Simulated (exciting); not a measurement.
Mo: single point with PBE

The system is Mo.

```
Mo
1.0
    -1.58381    1.58381    1.58381
     1.58381   -1.58381    1.58381
     1.58381    1.58381   -1.58381
Mo
1
Direct
  0.00000 0.00000 0.00000
```

| Item | Value |
| --- | --- |
| Program | exciting (release sodium) |
| Task | single point |
| Functional | PBE |
| Potentials or basis | all-electron LAPW+lo, shipped species files, valence relativity iora* |
| rgkmax | 9 |
| k mesh | 12 × 12 × 12 |
| Occupations | gaussian, width 0.016 eV |
| Spin | no spin polarisation |

The band gap on the k mesh is none (metal or under the smearing width).

Levels at points of the mesh, in eV from the Fermi level:
```tsv
k point	band 3	band 4	band 5	band 6	band 7	band 8	band 9	band 10	band 11	band 12
(0.00, 0.00, 0.00)	-34.53	-34.53	-7.12	-1.28	-1.28	-1.28	1.69	1.69	14.78	14.78
(0.50, 0.00, 0.00)	-34.95	-34.54	-5.17	-3.27	1.62	1.71	2.32	4.69	11.50	11.95
(0.50, 0.50, 0.50)	-35.44	-35.44	-5.26	-5.26	3.95	3.95	3.95	9.01	9.01	9.01
```

Run time: 19 s on 1 thread of Arm Neoverse V2, with other jobs on the host, peak memory 0.09 GiB.
